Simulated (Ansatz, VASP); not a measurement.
Two plane-wave programs on LiF3

```
CELL_PARAMETERS angstrom
-2.24854 2.24854 2.24854
2.24854 -2.24854 2.24854
2.24854 2.24854 -2.24854
ATOMIC_POSITIONS crystal
Li 0.00000 0.00000 0.00000
F 0.00000 0.50000 0.50000
F 0.50000 0.00000 0.50000
F 0.50000 0.50000 0.00000
```

Alike in both runs: task relaxation of cell and atoms; functional PBE; k mesh 6 × 6 × 6; occupations gaussian, width 0.1 eV; collinear spin.

```csv
,VASP,Ansatz
version,VASP 6.6.1,Ansatz 0.2.0
potentials or method,"VASP PAW PBE potentials, release 64 (Li_sv, F)","scalar-relativistic, plane waves, PAW"
plane-wave cutoff (eV),600,420
valence electrons in the cell,24,24
```

|  | VASP | Ansatz | Ansatz less VASP |
| --- | --- | --- | --- |
| gap on the k mesh at the Fermi level, each at its own relaxed structure (eV) | none | none | - |
| net moment per atom (μB) | 0.50 | 0.50 | 0.000 |
| size of the moment on the site where the two differ most (μB) | 0.63 | 0.67 | +0.040 |
| relaxed volume (Å³/atom) | 10.67 | 10.88 | +0.207 |
| relaxed cell length with the largest relative difference (Å) | 3.814 | 3.838 | +0.0245 |
| energy change over the relaxation (meV/atom) | -7 | -4 | +2.3 |

Site moments also hang on the region over which each program counts them. A gap of «none» marks a metal or a gap that the smearing closes.

Caveats: the cutoff is under 1.25 times the usual one of these potentials, so pressure, stress and relaxed cells hold a basis-set (Pulay) error (VASP).
